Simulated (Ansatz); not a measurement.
**SnO2 (Cassiterite): single point with PBE**

Crystal: SnO2 (Cassiterite).

```
Sn O
1.0
     4.73800    0.00000    0.00000
     0.00000    4.73800    0.00000
     0.00000    0.00000    3.18650
Sn O
2 4
Direct
  0.50136 0.50951 0.49746
  0.99024 0.00615 0.99822
  0.80742 0.19471 0.50555
  0.69731 0.69922 0.00342
  0.20807 0.81229 0.50986
  0.30845 0.30649 0.98763
```

The cell isn't the ideal one: atoms moved at random, drawn with an rms of 0.05 Å.

```
Program             : Ansatz 0.2.0
Task                : single point
Functional          : PBE
Potentials or basis : all-electron LAPW, scalar-relativistic
Cutoff              : 436 eV (chosen from the basis error)
Basis error allowed : 0.001 eV/atom
k mesh              : 6 × 6 × 8
Occupations         : fermi-dirac, width 0.05 eV
Spin                : no spin polarisation
```

The pressure is 11.0 GPa, the largest force is 1.733 eV/Å and the band gap on the k mesh is 1.18 eV, direct. The loewdin charges are Sn +1.69; O -0.78, -0.79 e.

Forces on the atoms (eV/Å):
```
Sn  -0.239 -0.831 -0.075
Sn   1.630 -0.213  0.548
O   -0.501  0.577 -0.438
O    0.059 -0.273 -0.138
O   -0.984  0.640 -0.410
O    0.035  0.100  0.513
```

Stress tensor (GPa, compression positive):
```
 9.98 -0.19 -0.58
-0.19 10.71 -0.83
-0.58 -0.83 12.46
```

Levels at points of the mesh, in eV from the valence-band top:
```csv
k point,band 46,band 47,band 48,band 49,band 50,band 51
"(0.00, 0.00, 0.00)",-0.86,-0.82,0.00,1.18,6.09,6.28
"(0.00, 0.00, -0.50)",-1.75,-1.25,-1.19,6.03,6.17,9.52
"(0.00, -0.50, 0.00)",-1.19,-0.70,-0.64,4.34,4.44,7.08
"(0.00, -0.50, -0.50)",-1.17,-0.70,-0.68,6.31,6.41,7.93
"(-0.50, 0.00, 0.00)",-1.08,-0.88,-0.43,4.33,4.42,6.99
"(-0.50, 0.00, -0.50)",-1.07,-0.76,-0.75,6.26,6.49,7.97
"(-0.50, -0.50, 0.00)",-1.30,-0.95,-0.93,4.82,4.86,7.44
"(-0.50, -0.50, -0.50)",-1.10,-0.75,-0.75,4.70,4.75,8.88
```

Run time: 2.9 min on 4 threads of Intel(R) Xeon(R) Platinum 8488C (Sapphire Rapids), with other jobs on the host, peak memory 1.8 GiB.

Caveat: spin-orbit coupling is left out, which moves the levels of the heavy elements.
